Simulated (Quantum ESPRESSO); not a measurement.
The system is HfC.

```
Hf C
1.0
     3.34287    0.00000    0.00000
    -1.67143    2.89501    0.00000
     0.00000    0.00000    5.20271
Hf C
2 2
Direct
  0.33333 0.66667 0.25000
  0.66667 0.33333 0.75000
  0.00000 0.00000 0.50000
  0.00000 0.00000 0.00000
```

The cell comes from a database or a generator and needn't be the stable form of this composition.

Base run:

| Property | Result |
| --- | --- |
| Program | Quantum ESPRESSO 7.5 |
| Functional | LDA |
| Potentials or basis | GBRV 1.5 LDA |
| Cutoff | 612 eV |
| Density cutoff | 4898 eV |
| k mesh | 9 × 9 × 5 |
| Occupations | fermi-dirac, width 0.05 eV |
| Spin | no spin polarisation |

Its results: band gap on the k mesh none (metal or under the smearing width); pressure -12.3 GPa.

Q: The run is repeated on the same cell with these changes: functional from LDA to PBEsol; potentials or basis from GBRV 1.5 LDA to GBRV 1.5 PBEsol. What comes out?

A: Band gap on the k mesh none (metal or under the smearing width); pressure -7.2 GPa.

Caveats: some levels on the path didn't converge; spin-orbit coupling is left out, which moves the levels of the heavy elements.
